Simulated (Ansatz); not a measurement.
# TiC: energy along a strain

TiC, Fm-3m, a = 4.328 Å (as given, not relaxed at this level: 0.0 GPa). Ansatz: r2SCAN, PAW, 500 eV, Γ-centred 18×18×18 mesh on 2 atoms, Gaussian smearing 0.15 eV; no spin polarisation. Cell vectors (Å): 0.000 2.164 2.164; 2.164 0.000 2.164; 2.164 2.164 0.000. The cell is strained by x per cent times the pattern (0 0 1 0 0 0) in the order xx yy zz yz xz xy (engineering shears), with fractional coordinates held. y is the free energy over the start, V0 = 10.134 Å³/atom. Points with a strain past 8.5 % were computed too (3) and aren't used here.

```tsv
x (%)	y (meV/atom)
-7.50	?
-5.00	50.37
-2.50	11.44
0.00	0.00
2.50	9.59
5.00	34.87
7.50	71.60
```

Question: Fit y = c2 x² + c3 x³ to the other rows, get the stiffness along the pattern, and predict the missing energy.

Answer: Least squares on the rows shown. y = 1.7125 x² − 0.059122 x³. The clamped-ion stiffness p·C·p = 2 × 17.12 eV × 160.2 / 10.134 Å³ = 541 GPa, which is C33 in these axes (C11 of the cubic crystal). At x = -7.50 the fit asked for gives 121.27 meV/atom. The run gave 124.66 meV/atom, so the fit is 3.39 meV/atom too low, 2.7 % of the span of the series, against an rms of 0.30 meV/atom on the fitted rows. The row lies outside the fitted range. With a term in x⁴ added, a fit to the same known rows predicts 123.90 meV/atom, so most of the miss is curvature that the known rows already hold.

Compressing TiC along a cube axis costs more than stretching it by the same amount: 50.37 against 34.87 meV/atom at 5 % strain. This is the usual anharmonicity of a bond, with short-range repulsion rising steeply on compression while the bonding weakens on extension, and it gives the negative cubic term. The high stiffness fits the textbook picture of TiC, in which strong Ti 3d–C 2p σ bonds run along the cube axes and the electron count fills the bonding states up to a pseudogap. This strain loads those bonds head-on.

Both atoms remain at inversion centres under the strain, so no internal relaxation is possible by symmetry, and the clamped-ion value is also the relaxed-ion C11 at this lattice constant. The 541 GPa is probably slightly too high as a zero-strain limit, because the cubic fit absorbs some positive quartic curvature into its quadratic term. A single axial strain doesn't separate C12 or probe C44, so neither the shear response nor the elastic anisotropy follows from it.
